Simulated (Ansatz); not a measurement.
# Cs: the cost of one run

Program: Ansatz 0.2.0. Level of theory: DFT PBE, scalar-relativistic, plane waves, PAW. These are calculated values, not measurements.

**1. The starting structure**

The structure is tetragonal, space group I4/mmm (No. 139). Conventional cell: a = 5.500 Å, b = 5.500 Å, c = 8.194 Å, α = 90.00°, β = 90.00°, γ = 90.00°.

Coordinates:

```
CELL_PARAMETERS angstrom
-2.75008 2.75008 4.09724
2.75008 -2.75008 4.09724
2.75008 2.75008 -4.09724
ATOMIC_POSITIONS crystal
Cs 0.00000 0.00000 0.00000
```

The structure comes from the Materials Project (structure only).

**2. A change within the space group**

Against the listed cell: strain xx, yy, zz, yz, xz, xy = -5.3, -5.3, +3.7, +0.0, +0.0, +0.0 %.

Input file input.yaml:

```yaml
crystal:
  lattice:
    - [-2.6045964682, 2.6045964682, 4.2492465462]
    - [2.6045964682, -2.6045964682, 4.2492465462]
    - [2.6045964682, 2.6045964682, -4.2492465462]
  atoms:
    - { symbol: Cs, position: [0.0, 0.0, 0.0] }
basis:
  ecutwfc: 420
kpoints:
  mp_grid: { grid: [12, 12, 12] }
hamiltonian:
  xc: pbe
scf:
  occupations: { method: gaussian, width: 0.1 }
output:
  forces: true
  stress: true
  eigenvalues: true
```

Launch:

```bash
$ ansatz run input.yaml --threads 1 --pin off --max-ram 1331MiB --backend cpu --events-out ev --progress --plain --runs-dir out
```

What time and memory should one allow on 1 thread of an x86-64 CPU, shared host?

About 6.3 s, with a peak of 0.58 GiB.
